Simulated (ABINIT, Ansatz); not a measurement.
# CdS (Hawleyite): one start, several treatments of the self-energy

Aim: compare treatments of exchange, screening and correlation for the gap of CdS (Hawleyite).

Main program and level: ABINIT 10.8.3; PBE and many-body steps on it, plane waves.

**Experimental background.**

- Gap 2.42 eV: optical gap from inflexion point of photoacoustic spectrum, as-grown film; photoacoustic spectroscopy; film (as-grown chemical bath deposited film, about 0.25 um thick, deposited at 80 C) (“Study of the band--gap shift in CdS films: Influence of thermal annealing in different atmospheres”, 1995, arxiv:cond-mat/9501125).

## (1) Starting point

It takes space group F-43m (No. 216, cubic). The conventional cell has a = 5.833 Å, b = 5.833 Å, c = 5.833 Å, α = 90.00°, β = 90.00°, γ = 90.00°. Nearest to Cd lie 4 S at 2.53 Å. Nearest to S lie 4 Cd at 2.53 Å. Farther neighbours and most contacts between anions are not listed.

Structure file:

```cif
data_structure
_symmetry_space_group_name_H-M 'F-43m'
_symmetry_Int_Tables_number 216
_cell_length_a 5.8330
_cell_length_b 5.8330
_cell_length_c 5.8330
_cell_angle_alpha 90.000
_cell_angle_beta 90.000
_cell_angle_gamma 90.000
_cell_volume 198.46
loop_
_atom_site_label
_atom_site_type_symbol
_atom_site_symmetry_multiplicity
_atom_site_Wyckoff_symbol
_atom_site_fract_x
_atom_site_fract_y
_atom_site_fract_z
_atom_site_occupancy
Cd1 Cd 4 a 0.00000 0.00000 0.00000 1
S1 S 4 d 0.25000 0.25000 0.75000 1
```

The cell and positions come from the Crystallography Open Database and are kept as given unless a step says otherwise.

## (2) Empty states on the mesh, 4×4×4 mesh, 137 bands

This step: ABINIT 10.8.3; DFT, PBE, plane waves, norm-conserving pseudopotentials.

The sums over transitions need many empty states on a uniform mesh; this step solves for them.

run.abi

```
acell 3*1.0 Angstrom
rprim 
  -0.000000000000 2.916500000000 2.916500000000
  2.916500000000 -0.000000000000 2.916500000000
  2.916500000000 2.916500000000 -0.000000000000
ntypat 2
znucl 48 16
natom 2
typat 1 2
xred 
  0.000000000000 0.000000000000 0.000000000000
  0.250000000000 0.250000000000 0.250000000000
pp_dirpath "pseudos"
pseudos "Cd.upf, S.upf"
ecut 47
ngkpt 4 4 4
nshiftk 1
shiftk 0 0 0
kptopt 1
chksymbreak 0
iscf -2
irdden 1
istwfk *1
nband 137
nbdbuf 12
tolwfr 1e-09
nstep 60
prtvol 0
indata_prefix "in"
outdata_prefix "out"
tmpdata_prefix "tmp"
```

Launch:

```bash
OMP_NUM_THREADS=1 mpirun -n 4 abinit run.abi > log
```

Numbers of over 12 decimals in the logs are rounded to 6 here.

The log of the run:

```text
.Version 10.8.3 of ABINIT. v10.8.2 released Aug 2026.

 Symmetries : space group F-4 3 m (#216); Bravais cF (face-center cubic)
[... echo of the input left out ...]
== DATASET  1 ==================================================================
-   mpi_nproc: 4, omp_nthreads: 1 (-1 if OMP is not activated)

--- !DatasetInfo
iteration_state: {dtset: 1, }
dimensions: {natom: 2, nkpt: 8, mband: 137, nsppol: 1, nspinor: 1, nspden: 1, mpw: 5180, }
cutoff_energies: {ecut:  47.0, pawecutdg:  -1.0, }
[...]
3.31331    3.39122    3.46317    3.46317    3.46317    3.59098    3.59098    3.59098
   3.67159    3.67166    3.67172    3.69848    3.69854    3.70227    3.71550    3.71744
   3.72528
 prteigrs : prtvol=0 or 1, do not print more k-points.

== END DATASET(S) ==============================================================
================================================================================

 -outvars: echo values of variables after computation  --------
            nband         137
             nkpt           8
          spgroup         216
 [... the other variables as echoed above ...]

 Calculation completed.
```

Wall time 53 s (4 MPI ranks of Intel Xeon Platinum 8488C (Sapphire Rapids), shared host); peak memory 0.43 GiB.

Numbers from this step:

| Quantity | Value |
| --- | --- |
| gap | 1.145 eV |
| k of the valence top | 0, 0, 0 |
| k of the conduction bottom | 0, 0, 0 |
| least direct gap | 1.145 eV |
| k points computed | 8 |
| lowest point of the top converged band, above the valence top | 89.8716 eV |

On this mesh the gap is 1.145 eV.

The density comes from a self-consistent run that is not shown.

## (3) Screening, 4×4×4 mesh, 58 bands, screening to 114.3 eV

The RPA dielectric matrix is built and inverted for each q.

This step: RPA screening on PBE, plane waves, norm-conserving pseudopotentials.

run.abi: that of step 2 with these lines changed.

```diff
@@ -20,10 +20,11 @@
 chksymbreak 0
-iscf -2
-irdden 1
 istwfk *1
-nband 137
-nbdbuf 12
-tolwfr 1e-09
-nstep 60
-prtvol 0
+occopt 1
+irdwfk 1
+optdriver 3
+nband 58
+ecuteps 4.2
+inclvkb 2
+awtr 1
+symchi 1
 indata_prefix "in"
```

The log of the run:

```text
.Version 10.8.3 of ABINIT. v10.8.2 released Aug 2026.

 Symmetries : space group F-4 3 m (#216); Bravais cF (face-center cubic)
[... echo of the input left out ...]
== DATASET  1 ==================================================================
-   mpi_nproc: 4, omp_nthreads: 1 (-1 if OMP is not activated)

--- !DatasetInfo
iteration_state: {dtset: 1, }
dimensions: {natom: 2, nkpt: 8, mband: 58, nsppol: 1, nspinor: 1, nspden: 1, mpw: 5180, }
cutoff_energies: {ecut:  47.0, pawecutdg:  -1.0, }
electrons: {nelect:   2.60000000E+01, charge:   0.00000000E+00, occopt:   1.00000000E+00, tsmear:   1.00000000E-02, }

 SCREENING: Calculation of the susceptibility and dielectric matrices

 Based on a program developped by R.W. Godby, V. Olevano, G. Onida, and L. Reining.
 Incorporated in ABINIT by V. Olevano, G.-M. Rignanese, and M. Torrent.
.Using double precision arithmetic ; gwpc =  8

[... cell and pseudopotentials left out ...]
--------------------------------------------------------------------------------

 ==== K-mesh for the wavefunctions ====
 Number of points in the irreducible wedge :     8
[... list of points left out ...]
 Together with 24 symmetry operations and time-reversal symmetry
 yields    64 points in the full Brillouin Zone.

 ==== Q-mesh for the screening function ====
 Number of points in the irreducible wedge :     8
[... list of points left out ...]
 Together with 24 symmetry operations and time-reversal symmetry
 yields    64 points in the full Brillouin Zone.

 setmesh: FFT mesh size selected  =    32x   32x   32
          total number of points  =        32768

 vcoul_init : cutoff-mode = AUXILIARY_FUNCTION
 q-points for optical limit:   1
     1)      0.000010    0.000020    0.000030

- screening: taking advantage of time-reversal symmetry
- Maximum band index for partially occupied states nbvw = 13
- Remaining bands to be divided among processors   nbcw = 45
- Number of bands treated by each node ~11

 Number of electrons calculated from density =   26.0000; Expected =   26.0000
 average of density, n =  0.077653
 r_s =    1.4541
 omega_plasma =   26.8804 [eV]

 calculating chi0 at frequencies [eV] :
  1    0.000000E+00    0.000000E+00
  2    0.000000E+00    2.688042E+01

--------------------------------------------------------------------------------
  q-point number  1        q = ( 0.000000, 0.000000, 0.000000) [r.l.u.]
--------------------------------------------------------------------------------
[... chi0 elements left out ...]
 For q-point:  0.000010 0.000020 0.000030
  dielectric constant =  11.0517
  dielectric constant without local fields =  11.7482

  Average fulfillment of the sum rule on Im[epsilon] for q-point    1 :     42.27  [%]
[... wings left out ...]
  q-point number  2        q = ( 0.250000, 0.000000, 0.000000) [r.l.u.]
--------------------------------------------------------------------------------
[... chi0 elements left out ...]
  Average fulfillment of the sum rule on Im[epsilon] for q-point    2 :     57.21  [%]

 [... 6 further q-points ...]
```

It took 15 s on 4 MPI ranks; peak memory 0.85 GiB; 60 s of CPU time.

This step gave:

- ε∞ with local fields, on this mesh, along the program's q direction: 11.05
- the same without local fields: 11.75
- plasma frequency: 26.88 eV
- plane waves in the screening matrix: 137

Local fields lower ε∞ by 6 %. On a Γ-centred mesh this coarse the value itself is usually too large, while a short band sum pulls it down.

## (4) G0W0, Godby-Needs plasmon pole

The self-energy is evaluated for the states that the input lists, and the levels follow from it, in one-shot runs by the linearised quasiparticle equation.

This step: G0W0 on PBE, plane waves, norm-conserving pseudopotentials.

run.abi: that of step 3 with these lines changed.

```diff
@@ -23,8 +23,15 @@
 irdwfk 1
-optdriver 3
+optdriver 4
 nband 58
+gwcalctyp 0
+ecutsigx 47
+symsigma 1
+nkptgw 1
+kptgw 
+  0.0000000000 0.0000000000 0.0000000000
+bdgw 
+  11 17
 ecuteps 4.2
-inclvkb 2
-awtr 1
-symchi 1
+irdscr 1
+ppmodel 1
 indata_prefix "in"
```

The log of the run:

```text
.Version 10.8.3 of ABINIT. v10.8.2 released Aug 2026.

 Symmetries : space group F-4 3 m (#216); Bravais cF (face-center cubic)
[... echo of the input left out ...]
== DATASET  1 ==================================================================
-   mpi_nproc: 4, omp_nthreads: 1 (-1 if OMP is not activated)

--- !DatasetInfo
iteration_state: {dtset: 1, }
dimensions: {natom: 2, nkpt: 8, mband: 58, nsppol: 1, nspinor: 1, nspden: 1, mpw: 5180, }
cutoff_energies: {ecut:  47.0, pawecutdg:  -1.0, }
electrons: {nelect:   2.60000000E+01, charge:   0.00000000E+00, occopt:   1.00000000E+00, tsmear:   1.00000000E-02, }

 SIGMA: Calculation of the GW corrections

 Based on a program developped by R.W. Godby, V. Olevano, G. Onida, and L. Reining.
 Incorporated in ABINIT by V. Olevano, G.-M. Rignanese, and M. Torrent.
.Using double precision arithmetic ; gwpc =  8

[... cell and pseudopotentials left out ...]
--------------------------------------------------------------------------------

 ==== K-mesh for the wavefunctions ====
 Number of points in the irreducible wedge :     8
[... list of points left out ...]
 Together with 24 symmetry operations and time-reversal symmetry
 yields    64 points in the full Brillouin Zone.

 ==== Q-mesh for screening function ====
 Number of points in the irreducible wedge :     8
[... list of points left out ...]
 Together with 24 symmetry operations and time-reversal symmetry
 yields    64 points in the full Brillouin Zone.

 vcoul_init : cutoff-mode = AUXILIARY_FUNCTION
 q-points for optical limit:   1
     1)      0.000010    0.000020    0.000030
 setmesh: FFT mesh size selected  =    50x   50x   50
          total number of points  =       125000

 Number of electrons calculated from density =   26.0000; Expected =   26.0000
 average of density, n =  0.077653
 r_s =    1.4541
 omega_plasma =   26.8804 [eV]

 === KS Band Gaps ===
  >>>> For spin  1
   Minimum direct gap =   1.1447 [eV], located at k-point      :   0.0000  0.0000  0.0000
   Fundamental gap    =   1.1447 [eV], Top of valence bands at :   0.0000  0.0000  0.0000
                                       Bottom of conduction at :   0.0000  0.0000  0.0000
 SIGMA fundamental parameters:
 PLASMON POLE MODEL  1
 number of plane-waves for SigmaX                 5065
 number of plane-waves for SigmaC and W            137
 number of plane-waves for wavefunctions          5065
 number of bands                                    58
 number of independent spin polarizations            1
 number of spinorial components                      1
 number of k-points in IBZ                           8
 number of q-points in IBZ                           8
 number of symmetry operations                      24
 number of k-points in BZ                           64
 number of q-points in BZ                           64
 number of frequencies for dSigma/dE                 9
 frequency step for dSigma/dE [eV]                0.25
 number of omega for Sigma on real axis              0
 max omega for Sigma on real axis  [eV]           0.00
 zcut for avoiding poles [eV]                     0.10

 EPSILON^-1 parameters (SCR file):
 dimension of the eps^-1 matrix on file            137
 dimension of the eps^-1 matrix used               137
 number of plane-waves for wavefunctions          5065
 number of bands                                    58
 number of q-points in IBZ                           8
 number of frequencies                               2
 number of real frequencies                          1
 number of imag frequencies                          1

 matrix elements of self-energy operator (all in [eV])

 Perturbative Calculation

--- !SelfEnergy_ee
iteration_state: {dtset: 1, }
kpoint     : [   0.000,    0.000,    0.000, ]
spin       : 1
KS_gap     :    1.145
QP_gap     :    2.035
Delta_QP_KS:    0.890
data: !SigmaeeData |
     Band     E0 <VxcDFT>   SigX SigC(E0)      Z dSigC/dE  Sig(E)    E-E0       E
       11   4.366 -15.389 -18.420   2.464   0.783  -0.278 -15.833  -0.444   3.922
       12   4.366 -15.389 -18.420   2.464   0.783  -0.278 -15.833  -0.444   3.922
       13   4.366 -15.389 -18.420   2.464   0.783  -0.278 -15.833  -0.444   3.922
       14   5.511 -10.636  -6.668  -3.419   0.814  -0.229 -10.190   0.446   5.957
       15  10.897 -10.642  -5.801  -3.971   0.813  -0.230  -9.936   0.707  11.604
       16  10.897 -10.642  -5.801  -3.971   0.813  -0.230  -9.936   0.707  11.604
       17  10.897 -10.642  -5.801  -3.971   0.813  -0.230  -9.936   0.707  11.604

== END DATASET(S) ==============================================================
================================================================================

 -outvars: echo values of variables after computation  --------
           etotal      0.0000000000E+00
            nband          58
             nkpt           8
          spgroup         216
 [... the other variables as echoed above ...]

 Calculation completed.
```

The job ended after 3.8 s (4 MPI ranks; peak memory 0.68 GiB).

This step gave:

- G0W0 gap on the points computed: 2.035 eV
- starting gap on the mesh: 1.145 eV
- k of the valence top: 0, 0, 0
- k of the conduction bottom: 0, 0, 0
- Z at the valence top: 0.783
- Z at the conduction bottom: 0.814
- least direct G0W0 gap on the computed points: 2.035 eV

The gap on the mesh goes from 1.14 eV to 2.03 eV, a correction of +0.89 eV.

## (5) G0W0, Hybertsen-Louie plasmon pole

run.abi: that of step 4 with these lines changed.

```diff
@@ -35,3 +35,3 @@
 irdscr 1
-ppmodel 1
+ppmodel 2
 indata_prefix "in"
```

The log of the run:

```text
.Version 10.8.3 of ABINIT. v10.8.2 released Aug 2026.

 Symmetries : space group F-4 3 m (#216); Bravais cF (face-center cubic)
[... echo of the input left out ...]
== DATASET  1 ==================================================================
-   mpi_nproc: 4, omp_nthreads: 1 (-1 if OMP is not activated)

--- !DatasetInfo
iteration_state: {dtset: 1, }
dimensions: {natom: 2, nkpt: 8, mband: 58, nsppol: 1, nspinor: 1, nspden: 1, mpw: 5180, }
cutoff_energies: {ecut:  47.0, pawecutdg:  -1.0, }
electrons: {nelect:   2.60000000E+01, charge:   0.00000000E+00, occopt:   1.00000000E+00, tsmear:   1.00000000E-02, }

 SIGMA: Calculation of the GW corrections

 Based on a program developped by R.W. Godby, V. Olevano, G. Onida, and L. Reining.
 Incorporated in ABINIT by V. Olevano, G.-M. Rignanese, and M. Torrent.
.Using double precision arithmetic ; gwpc =  8

[... cell and pseudopotentials left out ...]
--------------------------------------------------------------------------------

 ==== K-mesh for the wavefunctions ====
 Number of points in the irreducible wedge :     8
[... list of points left out ...]
 Together with 24 symmetry operations and time-reversal symmetry
 yields    64 points in the full Brillouin Zone.

 ==== Q-mesh for screening function ====
 Number of points in the irreducible wedge :     8
[... list of points left out ...]
 Together with 24 symmetry operations and time-reversal symmetry
 yields    64 points in the full Brillouin Zone.

 vcoul_init : cutoff-mode = AUXILIARY_FUNCTION
 q-points for optical limit:   1
     1)      0.000010    0.000020    0.000030
 setmesh: FFT mesh size selected  =    50x   50x   50
          total number of points  =       125000

 Number of electrons calculated from density =   26.0000; Expected =   26.0000
[...]
number of q-points in BZ                           64
 number of frequencies for dSigma/dE                 9
 frequency step for dSigma/dE [eV]                0.25
 number of omega for Sigma on real axis              0
 max omega for Sigma on real axis  [eV]           0.00
 zcut for avoiding poles [eV]                     0.10

 EPSILON^-1 parameters (SCR file):
 dimension of the eps^-1 matrix on file            137
 dimension of the eps^-1 matrix used               137
 number of plane-waves for wavefunctions          5065
 number of bands                                    58
 number of q-points in IBZ                           8
 number of frequencies                               2
 number of real frequencies                          1
 number of imag frequencies                          1

 matrix elements of self-energy operator (all in [eV])

 Perturbative Calculation

--- !SelfEnergy_ee
iteration_state: {dtset: 1, }
kpoint     : [   0.000,    0.000,    0.000, ]
spin       : 1
KS_gap     :    1.145
QP_gap     :    2.100
Delta_QP_KS:    0.955
data: !SigmaeeData |
     Band     E0 <VxcDFT>   SigX SigC(E0)      Z dSigC/dE  Sig(E)    E-E0       E
       11   4.366 -15.389 -18.420   2.136   0.855  -0.170 -16.153  -0.764   3.602
       12   4.366 -15.389 -18.420   2.136   0.855  -0.170 -16.153  -0.764   3.602
       13   4.366 -15.389 -18.420   2.136   0.855  -0.170 -16.153  -0.764   3.602
       14   5.511 -10.636  -6.668  -3.749   0.868  -0.152 -10.446   0.191   5.701
       15  10.897 -10.642  -5.801  -4.231   0.868  -0.153 -10.114   0.529  11.426
       16  10.897 -10.642  -5.801  -4.231   0.868  -0.153 -10.114   0.529  11.426
       17  10.897 -10.642  -5.801  -4.231   0.868  -0.153 -10.114   0.529  11.426

== END DATASET(S) ==============================================================
================================================================================

 -outvars: echo values of variables after computation  --------
           etotal      0.0000000000E+00
            nband          58
             nkpt           8
          spgroup         216
 [... the other variables as echoed above ...]

 Calculation completed.
```

Wall time 3.7 s (4 MPI ranks); peak memory 0.67 GiB.

Numbers from this step:

| Quantity | Value |
| --- | --- |
| G0W0 gap on the points computed | 2.099 eV |
| starting gap on the mesh | 1.145 eV |
| k of the valence top | 0, 0, 0 |
| k of the conduction bottom | 0, 0, 0 |
| Z at the valence top | 0.855 |
| Z at the conduction bottom | 0.868 |
| least direct G0W0 gap on the computed points | 2.099 eV |

Against G0W0 in ABINIT (4×4×4 mesh, 58 bands, screening to 114.3 eV, Godby-Needs plasmon pole), the gap moves by +0.064 eV.

## (6) G0W0, Engel-Farid plasmon pole

run.abi: that of step 5 with these lines changed.

```diff
@@ -35,3 +35,3 @@
 irdscr 1
-ppmodel 2
+ppmodel 4
 indata_prefix "in"
```

The log of the run:

```text
.Version 10.8.3 of ABINIT. v10.8.2 released Aug 2026.

 Symmetries : space group F-4 3 m (#216); Bravais cF (face-center cubic)
[... echo of the input left out ...]
== DATASET  1 ==================================================================
-   mpi_nproc: 4, omp_nthreads: 1 (-1 if OMP is not activated)

--- !DatasetInfo
iteration_state: {dtset: 1, }
dimensions: {natom: 2, nkpt: 8, mband: 58, nsppol: 1, nspinor: 1, nspden: 1, mpw: 5180, }
cutoff_energies: {ecut:  47.0, pawecutdg:  -1.0, }
[...]
15  10.897 -10.642  -5.801  -4.055   0.822  -0.216  -9.996   0.646  11.543
       16  10.897 -10.642  -5.801  -4.055   0.822  -0.216  -9.996   0.646  11.543
       17  10.897 -10.642  -5.801  -4.055   0.822  -0.216  -9.996   0.646  11.543

== END DATASET(S) ==============================================================
================================================================================

 -outvars: echo values of variables after computation  --------
           etotal      0.0000000000E+00
            nband          58
             nkpt           8
          spgroup         216
 [... the other variables as echoed above ...]

 Calculation completed.
```

Wall time 3.4 s (4 MPI ranks); peak memory 0.68 GiB.

Numbers from this step:

```yaml
g0w0_gap_on_the_points_computed: 1.969 eV
starting_gap_on_the_mesh: 1.145 eV
k_of_the_valence_top: 0, 0, 0
k_of_the_conduction_bottom: 0, 0, 0
least_direct_g0w0_gap_on_the_computed_points: 1.969 eV
```

Against G0W0 in ABINIT (4×4×4 mesh, 58 bands, screening to 114.3 eV, Godby-Needs plasmon pole), the gap moves by −0.066 eV.

(Continued in part 2 of 2.)

[Paths, hosts, dates, memory and timing lines, banners, echoed tables and standing remarks are left out of the program output.]

[Logs are printed without paths, hosts, clocks, repeated set-up lines and the standing remarks that a program may print on its own settings, such as how far it seeks lower states.]

[Runs of the session that timed out or met a known fault of the program may be left out.]

[Hosts, paths, dates, database ids (printed as entryN), source tags and the programs' standing remarks are cut or masked in the printed files.]

[G0W0 gaps are taken among the corrected bands and points alone; a level outside them can change the order at an edge.]

[Where Ansatz stands beside ABINIT at settings called matched, ABINIT's density can come from a denser mesh and the files from another edition; pairs whose starting gaps differed by over 0.03 eV were left out, so agreement reads better than it is.]
